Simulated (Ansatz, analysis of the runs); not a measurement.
# A homologous series of junctions, from (C≡C)1 chain with nitrile ends, between Au (111) faces with adatoms, part 3 of 5

Aim: the decay constant of the conductance with molecular length.

Ansatz 0.2.0; DFT PBE, plane waves, PAW; relaxation of a junction, electrodes held but for their tips (the session's first sound run).

So far, conductance of the junction (G₀): step 3 (the open system, 53 atoms, molecule oligoyne 1, nitrile …) 0.0356.

## (6) Transmission, 55 atoms, molecule oligoyne 2, nitrile ends, units 2

This step: DFT PBE, plane waves, PAW; transmission of a junction between electrodes (Ansatz 0.2.0).

The transmission is computed for this geometry in the same way.

input.yaml

```yaml
crystal:
  lattice:
    - [8.8246926292, 0.0, 0.0]
    - [4.4123463146, 7.6424079975, 0.0]
    - [0.0, 0.0, 27.8450449725]
  atoms:
    - { symbol: Au, position: [0.8333333333, 0.8333333333, 0.0] }
    - { symbol: Au, position: [0.833333333, 0.166666667, 0.0] }
    - { symbol: Au, position: [0.833333333, 0.5, 0.0] }
    - { symbol: Au, position: [0.166666667, 0.833333333, 0.0] }
    - { symbol: Au, position: [0.1666666667, 0.1666666667, 0.0] }
    - { symbol: Au, position: [0.166666667, 0.5, 0.0] }
    - { symbol: Au, position: [0.5, 0.833333333, 0.0] }
    - { symbol: Au, position: [0.5, 0.166666667, 0.0] }
    - { symbol: Au, position: [0.5, 0.5, 0.0] }
    - { symbol: Au, position: [0.9444444443, 0.9444444443, 0.086255099] }
    - { symbol: Au, position: [0.944444444, 0.277777778, 0.086255099] }
    - { symbol: Au, position: [0.9444444443, 0.6111111113, 0.086255099] }
    - { symbol: Au, position: [0.277777778, 0.944444444, 0.086255099] }
    - { symbol: Au, position: [0.277777778, 0.277777778, 0.086255099] }
    - { symbol: Au, position: [0.277777778, 0.611111111, 0.086255099] }
    - { symbol: Au, position: [0.6111111113, 0.9444444443, 0.086255099] }
    - { symbol: Au, position: [0.611111111, 0.277777778, 0.086255099] }
    - { symbol: Au, position: [0.611111111, 0.611111111, 0.086255099] }
    - { symbol: Au, position: [0.0555555557, 0.0555555557, 0.172510199] }
    - { symbol: Au, position: [0.0555555557, 0.3888888887, 0.172510199] }
    - { symbol: Au, position: [0.055555556, 0.722222222, 0.172510199] }
    - { symbol: Au, position: [0.3888888887, 0.0555555557, 0.172510199] }
    - { symbol: Au, position: [0.388888889, 0.388888889, 0.172510199] }
    - { symbol: Au, position: [0.388888889, 0.722222222, 0.172510199] }
    - { symbol: Au, position: [0.722222222, 0.055555556, 0.172510199] }
    - { symbol: Au, position: [0.722222222, 0.388888889, 0.172510199] }
    - { symbol: Au, position: [0.722222222, 0.722222222, 0.172510199] }
    - { symbol: Au, position: [0.5, 0.5, 0.2545248752] }
    - { symbol: "N", position: [0.5, 0.5, 0.3396285828] }
    - { symbol: C, position: [0.5, 0.5, 0.3822081475] }
    - { symbol: C, position: [0.5, 0.5, 0.4309153236] }
    - { symbol: C, position: [0.5, 0.5, 0.4759221487] }
    - { symbol: C, position: [0.5, 0.5, 0.5240778513] }
    - { symbol: C, position: [0.5, 0.5, 0.5690846764] }
    - { symbol: C, position: [0.5, 0.5, 0.6177918525] }
    - { symbol: "N", position: [0.5, 0.5, 0.6603714172] }
    - { symbol: Au, position: [0.5, 0.5, 0.7454751248] }
    - { symbol: Au, position: [0.277777778, 0.277777778, 0.827489801] }
    - { symbol: Au, position: [0.277777778, 0.611111111, 0.827489801] }
    - { symbol: Au, position: [0.277777778, 0.944444444, 0.827489801] }
    - { symbol: Au, position: [0.611111111, 0.277777778, 0.827489801] }
    - { symbol: Au, position: [0.611111111, 0.611111111, 0.827489801] }
    - { symbol: Au, position: [0.6111111113, 0.9444444443, 0.827489801] }
    - { symbol: Au, position: [0.944444444, 0.277777778, 0.827489801] }
    - { symbol: Au, position: [0.9444444443, 0.6111111113, 0.827489801] }
    - { symbol: Au, position: [0.9444444443, 0.9444444443, 0.827489801] }
    - { symbol: Au, position: [0.388888889, 0.388888889, 0.913744901] }
    - { symbol: Au, position: [0.388888889, 0.722222222, 0.913744901] }
    - { symbol: Au, position: [0.3888888887, 0.0555555557, 0.913744901] }
    - { symbol: Au, position: [0.722222222, 0.388888889, 0.913744901] }
    - { symbol: Au, position: [0.722222222, 0.722222222, 0.913744901] }
    - { symbol: Au, position: [0.722222222, 0.055555556, 0.913744901] }
    - { symbol: Au, position: [0.0555555557, 0.3888888887, 0.913744901] }
    - { symbol: Au, position: [0.055555556, 0.722222222, 0.913744901] }
    - { symbol: Au, position: [0.0555555557, 0.0555555557, 0.913744901] }
kpoints:
  mp_grid: { grid: [4, 4, 1] }
scf:
  occupations: { method: fermi_dirac, width: 0.1 }
hamiltonian:
  xc: pbe
output:
  transmission: { leads: [[46, 8]], e_range: [-0.7, 0.7], de: 0.035, kmesh: [4, 4] }
  dos: { projected: true, e_range: [-5, 4] }
  write_potential: true
  write_density: true
  volumetric_format: npy
```

Launch:

```
ansatz run input.yaml --threads 16 --pin off --max-ram 61440MiB --backend cuda --events-out ev --progress --plain --runs-dir out --max-vram 78GiB
```

Numbers of over 12 decimals in the logs are rounded to 6 here.

Output:

```text
[...]
Crystal: 55 atoms, lattice volume = 1877.923 Å³
Basis set: ecut = 420 eV, 36615 PW (Γ)
Bands: 557, of which v1, the nominal top of the filled ones, is band 464 counted from 1 (463 counted from 0)
Symmetry: 12 space group operations
[...]
k-points: 4 of 16
[...]
transmission: 168 of 168 steps passed
[...]
SCF converged after 12 iterations
[...]
--- Transmission ---
  basis      : 595 plane waves across, 42 finite elements along
  points     : 4, standing for a mesh of 4 x 4
  on the GPU : 4 of these points
[...]
filled         : 48.3 meV under the level at which it is neutral
    channels       : 7.687500e0 a spin
[...]
junction   : crystal 0 to crystal 0, 0.50 to 25.95 Å
    transmission   : 1.291715e-2 a spin
[...]
resistance     : 5.1181e-1 Ω µm² beyond half of each lead's own
```

The job ended after 1.7 min (1 × NVIDIA GB200 with 16 threads of Arm Neoverse V2, shared host; peak memory 9.6 GiB; 14 min of CPU time).

Transmission, one spin against energy, zero at the Fermi level:

energy (eV), log10 transmission, one spin and a bar from the least value:
```
   -0.700       -3.1 
   -0.665       -3.0 
   -0.595       -3.0 #
   -0.560       -3.0 #
   -0.490       -2.9 ##
   -0.455       -2.9 ##
   -0.420       -2.8 ##
   -0.350       -2.7 ###
   -0.315       -2.7 ####
   -0.280       -2.6 ####
   -0.210       -2.5 ######
   -0.175       -2.4 #######
   -0.105       -2.2 ########
   -0.070       -2.1 ##########
   -0.035       -2.0 ##########
    0.000       -1.9 ###########
    0.035       -1.8 ############
    0.070       -1.5 ###############
    0.105       -1.3 #################
    0.175       -0.6 ########################
    0.210        0.1 ##############################
    0.280       -0.6 ########################
    0.315       -1.0 ####################
    0.350       -1.3 #################
    0.420       -1.6 ##############
    0.455       -1.7 #############
    0.490       -1.8 ############
    0.560       -1.9 ###########
    0.595       -2.1 #########
    0.665       -2.2 ########
    0.700       -2.2 ########
```

The conductance is 0.0170 G₀; the transmission at the nearest energy alone would give 0.0129 G₀, so T(E) varies within the thermal window. The conductance is 0.48 times that of the last run that gave one. The lead's Hamiltonian steps by 32.4 meV, which the program calls too much for a lead. The largest term of the program's error estimate is over 1000 %, from the steps of its leads' Hamiltonians or their offsets.

## (7) Landauer integrals, 55 atoms

This step: Landauer integrals over the computed T(E), interpolated linearly between its energies (analysis of the runs above).

T(E) held rigid; rough near sharp steps of T(E). The conductance at 300 K by shift of the leads' level:

```tsv
shift of the leads' level (eV)	conductance at 300 K (G₀)
-0.300	0.00242
-0.250	0.00303
-0.200	0.00391
-0.150	0.00517
-0.100	0.00718
-0.050	0.0104
0.000	0.0167
0.050	0.0348
0.100	0.0954
0.150	0.294
0.200	0.669
0.250	0.702
0.300	0.336
0.350	0.114
```

The thermopower is -115 μV/K. The Lorenz ratio is 1.98, where the Wiedemann-Franz law gives 1. These values rest on a semilocal level alignment and on the mesh across the current. Moving the level by up to 0.1 eV either way gives -185 to -55 μV/K.

## (8) Relaxation of the scattering region, 57 atoms, molecule oligoyne 3, nitrile ends, units 3

This step: DFT PBE, plane waves, PAW; relaxation of a junction, electrodes held but for their tips (Ansatz 0.2.0).

System of this step: (C≡C)3 chain with nitrile ends, between Au (111) faces with adatoms. The cell holds 57 atoms: 47 Au, 2 N and 8 C. Its edges and angles: a = 8.825 Å, b = 8.825 Å, c = 30.584 Å, α = 90.0°, β = 90.0°, γ = 60.0°. Electrodes: Au (111) 3x3 face with an adatom; the apex atoms were set 16.510 Å apart; the free molecule is N#CC#CC#CC#CC#N. Regions: lower lead, 28 atoms (28 Au); bridge, 10 atoms (2 N and 8 C); upper lead, 19 atoms (19 Au). The structure is stacked along c, and the current runs across the ab planes.

The bridge and the electrodes' tips relax, while 45 atoms stay at the lead's spacing, so that the ends still repeat as a lead.

input.yaml

```yaml
crystal:
  lattice:
    - [8.8246926292, 0.0, 0.0]
    - [4.4123463146, 7.6424079975, 0.0]
    - [0.0, 0.0, 30.5843041348]
  atoms:
    - { symbol: Au, position: [0.833333333, 0.833333333, 0.0] }
    - { symbol: Au, position: [0.833333333, 0.166666667, 0.0] }
    - { symbol: Au, position: [0.833333333, 0.5, 0.0] }
    - { symbol: Au, position: [0.166666667, 0.833333333, 0.0] }
    - { symbol: Au, position: [0.166666667, 0.166666667, 0.0] }
    - { symbol: Au, position: [0.166666667, 0.5, 0.0] }
    - { symbol: Au, position: [0.5, 0.833333333, 0.0] }
    - { symbol: Au, position: [0.5, 0.166666667, 0.0] }
    - { symbol: Au, position: [0.5, 0.5, 0.0] }
    - { symbol: Au, position: [0.944444444, 0.944444444, 0.078529729] }
    - { symbol: Au, position: [0.944444444, 0.277777778, 0.078529729] }
    - { symbol: Au, position: [0.944444444, 0.611111111, 0.078529729] }
    - { symbol: Au, position: [0.277777778, 0.944444444, 0.078529729] }
    - { symbol: Au, position: [0.277777778, 0.277777778, 0.078529729] }
    - { symbol: Au, position: [0.277777778, 0.611111111, 0.078529729] }
    - { symbol: Au, position: [0.611111111, 0.944444444, 0.078529729] }
    - { symbol: Au, position: [0.611111111, 0.277777778, 0.078529729] }
    - { symbol: Au, position: [0.611111111, 0.611111111, 0.078529729] }
    - { symbol: Au, position: [0.055555556, 0.055555556, 0.157059458] }
    - { symbol: Au, position: [0.055555556, 0.388888889, 0.157059458] }
    - { symbol: Au, position: [0.055555556, 0.722222222, 0.157059458] }
    - { symbol: Au, position: [0.388888889, 0.055555556, 0.157059458] }
    - { symbol: Au, position: [0.388888889, 0.388888889, 0.157059458] }
    - { symbol: Au, position: [0.388888889, 0.722222222, 0.157059458] }
    - { symbol: Au, position: [0.722222222, 0.055555556, 0.157059458] }
    - { symbol: Au, position: [0.722222222, 0.388888889, 0.157059458] }
    - { symbol: Au, position: [0.722222222, 0.722222222, 0.157059458] }
    - { symbol: Au, position: [0.5, 0.5, 0.230092106] }
    - { symbol: "N", position: [0.500000473, 0.500000015, 0.302511606] }
    - { symbol: C, position: [0.50000072, 0.500000023, 0.340437784] }
    - { symbol: C, position: [0.500001048, 0.500000011, 0.390792149] }
    - { symbol: C, position: [0.500001221, 0.499999998, 0.430029439] }
    - { symbol: C, position: [0.500001319, 0.500000003, 0.480381243] }
    - { symbol: C, position: [0.500001291, 0.500000016, 0.519618757] }
    - { symbol: C, position: [0.500001136, 0.500000027, 0.56997056] }
    - { symbol: C, position: [0.500000949, 0.500000025, 0.609207849] }
    - { symbol: C, position: [0.500000676, 0.500000004, 0.659562216] }
    - { symbol: "N", position: [0.500000443, 0.500000003, 0.697488394] }
    - { symbol: Au, position: [0.5, 0.5, 0.769907894] }
    - { symbol: Au, position: [0.277777778, 0.277777778, 0.842940542] }
    - { symbol: Au, position: [0.277777778, 0.611111111, 0.842940542] }
    - { symbol: Au, position: [0.277777778, 0.944444444, 0.842940542] }
    - { symbol: Au, position: [0.611111111, 0.277777778, 0.842940542] }
    - { symbol: Au, position: [0.611111111, 0.611111111, 0.842940542] }
    - { symbol: Au, position: [0.611111111, 0.944444444, 0.842940542] }
    - { symbol: Au, position: [0.944444444, 0.277777778, 0.842940542] }
    - { symbol: Au, position: [0.944444444, 0.611111111, 0.842940542] }
    - { symbol: Au, position: [0.944444444, 0.944444444, 0.842940542] }
    - { symbol: Au, position: [0.388888889, 0.388888889, 0.921470271] }
    - { symbol: Au, position: [0.388888889, 0.722222222, 0.921470271] }
    - { symbol: Au, position: [0.388888889, 0.055555556, 0.921470271] }
    - { symbol: Au, position: [0.722222222, 0.388888889, 0.921470271] }
    - { symbol: Au, position: [0.722222222, 0.722222222, 0.921470271] }
    - { symbol: Au, position: [0.722222222, 0.055555556, 0.921470271] }
    - { symbol: Au, position: [0.055555556, 0.388888889, 0.921470271] }
    - { symbol: Au, position: [0.055555556, 0.722222222, 0.921470271] }
    - { symbol: Au, position: [0.055555556, 0.055555556, 0.921470271] }
kpoints:
  mp_grid: { grid: [2, 2, 1] }
scf:
  occupations: { method: fermi_dirac, width: 0.1 }
hamiltonian:
  xc: pbe
relax:
  constraints:
    - { sites: [0, 1, 2, 3, 4, 5, 6, 7, 8, 9, 10, 11, 12, 13, 14, 15, 16, 17, 18, 19, 20, 21, 22, 23, 24, 25, 26, 39, 40, 41, 42, 43, 44, 45, 46, 47, 48, 49, 50, 51, 52, 53, 54, 55, 56] }
  f_tol: 0.05
  max_steps: 35
```

Output:

```text
[...]
SCF 1 converged in 11 iterations: F = -620774.337492 eV  dr2 = 8.06e-7
[...]
SCF 2 converged in 8 iterations: F = -620776.276526 eV  dr2 = 2.34e-5
[...]
SCF 3 converged in 7 iterations: F = -620775.927288 eV  dr2 = 2.72e-5
[...]
SCF 4 converged in 9 iterations: F = -620776.752719 eV  dr2 = 5.46e-8
[...]
SCF 5 converged in 6 iterations: F = -620776.814200 eV  dr2 = 1.98e-5
[...]
- { symbol: C, position: [0.5, 0.500000, 0.479415] }
    - { symbol: C, position: [0.5, 0.500000, 0.520585] }
    - { symbol: C, position: [0.5, 0.500000, 0.564287] }
    - { symbol: C, position: [0.5, 0.500000, 0.605271] }
    - { symbol: C, position: [0.5, 0.500000, 0.649614] }
    - { symbol: N, position: [0.5, 0.500000, 0.688352] }
[...]
- { symbol: Au, position: [0.722222222, 0.055556, 0.921470271] }
    - { symbol: Au, position: [0.055556, 0.388889, 0.921470271] }
    - { symbol: Au, position: [0.055556, 0.722222222, 0.921470271] }
    - { symbol: Au, position: [0.055556, 0.055556, 0.921470271] }
[key lines of the parts left out:]
SCF converged after 6 iterations
```

Wall time 9.7 s (1 × NVIDIA GB200 with 16 threads); peak memory 1.6 GiB; 22 s of CPU time.

Step by step:

```tsv
step	energy less that of the first step (eV)	largest force component (eV/Å)
1	0.0000	7.6566
2	-1.9390	4.2103
3	-1.5898	2.5185
4	-2.4152	0.6344
5	-2.4767	0.2953
6	-2.4929	0.0560
7	-2.4929	0.0237
```

Relaxation step 3 was tried and not accepted.

The atoms that moved most (Å):

```tsv
atom	dx	dy	dz	length
C30	0.000	0.000	0.304	0.304
C37	0.000	0.000	-0.304	0.304
N29	0.000	0.000	0.279	0.279
N38	0.000	0.000	-0.279	0.279
C32	0.000	0.000	0.174	0.174
C35	0.000	0.000	-0.174	0.174
C31	0.000	0.000	0.120	0.120
C36	0.000	0.000	-0.120	0.120
```

The largest force component on a free atom ends at 0.024 eV/Å, under the limit of 0.05. The apex atoms end 16.43 Å apart, and their nearest bridge atoms lie at 2.46 Å (Au–N) and 2.46 Å (Au–N).

(Part 3 of 5 ends here.)

[Logs are printed without paths, hosts, clocks, repeated set-up lines and the standing remarks that a program may print on its own settings, such as how far it seeks lower states.]

[Hosts, paths, dates, database ids (printed as entryN), source tags and the programs' standing remarks are cut or masked in the printed files.]
